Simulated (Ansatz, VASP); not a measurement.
## One calculation of Al, two programs

```
Al
1.0
     0.00000    1.99644    1.99644
     1.99644    0.00000    1.99644
     1.99644    1.99644    0.00000
Al
1
Direct
  0.00000 0.00000 0.00000
```

Alike in both runs: functional r2SCAN; k mesh 18 × 18 × 18; occupations fermi-dirac, width 0.08 eV; no spin polarisation.

Ansatz relaxed the structure, and its values are those at the end. VASP's run is a single point on that final structure, the one shown.

|  | VASP | Ansatz |
| --- | --- | --- |
| version | VASP 6.6.1 | Ansatz 0.2.0 |
| potentials or method | VASP PAW PBE potentials, release 64 (Al) | PAW with Ansatz's default frozen-core files, scalar-relativistic |
| plane-wave cutoff (eV) | 520 | 500 |
| valence electrons in the cell | 3 | 3 |

Ansatz gave:

- pressure (GPa): 0.0

Problem. What did VASP give for the same quantities?

Solution. Pressure (GPa): -0.3.

Caveats: the PAW data sets were made with another functional, which shifts forces and pressure a little (VASP).
